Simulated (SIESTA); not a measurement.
**BaH2 under changes of volume**

One of the cells (17.749 Å³/atom); the others are scaled copies at fixed shape and fractional positions:

```
Ba H
1.0
     4.49158    0.00000    0.00000
    -2.24579    3.88982    0.00000
     0.00000    0.00000    6.09540
Ba H
2 4
Direct
  0.33333 0.66667 0.25000
  0.66667 0.33333 0.75000
  0.00000 0.00000 0.00000
  0.00000 0.00000 0.50000
  0.66667 0.33333 0.25000
  0.33333 0.66667 0.75000
```

The cell comes from a database or a generator and needn't be the stable form of this composition.

| Item | Value |
| --- | --- |
| Program | SIESTA 5.4.2 |
| Functional | PBEsol |
| Potentials or basis | PseudoDojo 0.4 standard (PBEsol files) |
| Basis | DZP (energy shift 0.003 Ry; two zetas on semicore shells; d shell added on Ba) |
| Grid cutoff | 500 Ry |
| Energy shift | 0.003 Ry |
| k mesh | 7 × 7 × 5 |
| Occupations | fermi-dirac, width 0.05 eV |
| Spin | no spin polarisation |

```tsv
volume (Å³/atom)	energy over the lowest point (meV/atom)	pressure (GPa)
16.357	0.87	0.8
16.705	0.00	0.0
17.053	0.76	-0.7
17.749	?	?
18.097	11.34	-2.5
18.445	17.25	-3.0
```

Task: What does the run at 17.749 Å³/atom give?

Result: Energy over the lowest point 6.56 meV/atom; pressure -1.9 GPa.

Worked out: A Birch-Murnaghan fit of order 3 (a polynomial in V^(-2/3)) to the other rows has its minimum at 16.71 Å³/atom with B0 = V·E''(V) = 36 GPa and B' = 3.5 at fixed shape and positions, which overstates the stiffness. It gives 6.55 meV/atom at 17.749 Å³/atom, against the run's 6.56, and -dE/dV = -1.9 GPa, against -1.9.

Energies are extrapolated to zero smearing.

Caveats: this set's barium file shifts pressures by up to 1 GPa against other sets; the basis of atomic orbitals isn't converged, which shifts pressures, moduli and gaps.
